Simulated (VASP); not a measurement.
A run of VASP 6.6.1 is set up as follows.

File INCAR:

```
PREC = Accurate
ENCUT = 600
EDIFF = 1E-6
ISMEAR = 0
SIGMA = 0.03
LREAL = F
LASPH = T
NELM = 80
ALGO = Normal
ISIF = 3
LWAVE = F
LCHARG = F
GGA = PE
IVDW = 12
IBRION = 2
NSW = 90
EDIFFG = -0.01
KPAR = 2
```

Contents of KPOINTS:

```
Automatic mesh
0
Gamma
  9 9 6
```

Contents of POSCAR:

```
Se
1.0
    4.3662000000      0.0000000000      0.0000000000
   -2.1831000000      3.7812401180      0.0000000000
    0.0000000000      0.0000000000      4.9536000000
Se
3
Direct
    0.2254000000      0.0000000000      0.3333333333
    0.0000000000      0.2254000000      0.6666666667
    0.7746000000      0.7746000000      0.0000000000
```

Potentials or basis: VASP PAW PBE potentials, release 64 (Se).

The run is started by

```console
$ cat potpaw_PBE.64/Se/POTCAR > POTCAR
$ mpirun -np 2 vasp_std > vasp.out
```

Problem. Estimate the space group after relaxing (to 0.05 Å).

Solution. P3_121 (No. 152).

Problem. What does it give for the dispersion energy per atom?

Solution. -0.356 eV.

Problem. Estimate the relaxed volume.

Solution. 24.48 Å³/atom.

Problem. Predict the relaxed cell.

Solution. a = 4.065 Å, b = 4.065 Å, c = 5.134 Å, α = 90.00°, β = 90.00°, γ = 120.00°.

Final structure:
```xyz
3
Lattice="4.0647 0.0000 0.0000 -2.0323 3.5201 0.0000 0.0000 0.0000 5.1337" Properties=species:S:1:pos:R:3 pbc="T T T"
Se    1.0070    0.0000    1.7112
Se   -0.5035    0.8721    3.4225
Se    1.5288    2.6480    0.0000
```

Caveat: the volume moved by -10 % from the deposited cell, more than functionals usually miss.
